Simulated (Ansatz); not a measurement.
A (001) slab of Co (P6_3/mmc (No. 194)), 6 planes, outer planes Co (top) and Co (bottom), with 6 atoms (Co6) in a surface cell of A = 5.379 Å², as cut from the bulk:

```xyz
6
Lattice="2.4923 0.0000 0.0000 -1.2461 2.1584 0.0000 0.0000 0.0000 25.0833" Properties=species:S:1:pos:R:3 pbc="T T T"
Co    1.2461    0.7195    7.5000
Co    0.0000    1.4389    9.5167
Co    1.2461    0.7195   11.5333
Co    0.0000    1.4389   13.5500
Co    1.2461    0.7195   15.5666
Co    0.0000    1.4389   17.5833
```

These are results of Ansatz 0.2.0, DFT PBE, scalar-relativistic, plane waves, PAW, not measurements. Settings: cutoff 420 eV, Γ-centred mesh 15×15×1 on the computed 6-atom cell, Gaussian smearing of 0.10 eV; collinear spin from starting moments 1.84 1.84 1.84 1.84 1.84 1.84 μB. The cell repeats along c with a dipole correction in the vacuum.

Against the same 6 atoms in the bulk, the slab as cut lies 1.468 eV higher and the relaxed slab 1.434 eV higher.

(1) Work out the surface energy before and after relaxation.

(2) What is the ideal work of this cut, per area?

Answers

(1) The slab has two faces, so γ = (E_slab − N·E_bulk)/(2A), the mean of both. As cut: 1.468/(2 × 5.379) = 0.1365 eV/Å², and 1 eV/Å² = 16.02 J/m², so γ = 2.19 J/m². Relaxed: 1.434/(2 × 5.379) = 0.1333 eV/Å² = 2.14 J/m². Relaxation recovers 2 % of the cost of cutting.

(2) Griffith's ideal work is 2γ: 4.37 J/m² if the new faces stay rigid, 4.27 J/m² if they relax. One thickness was run, 6 planes, so γ can still shift with it.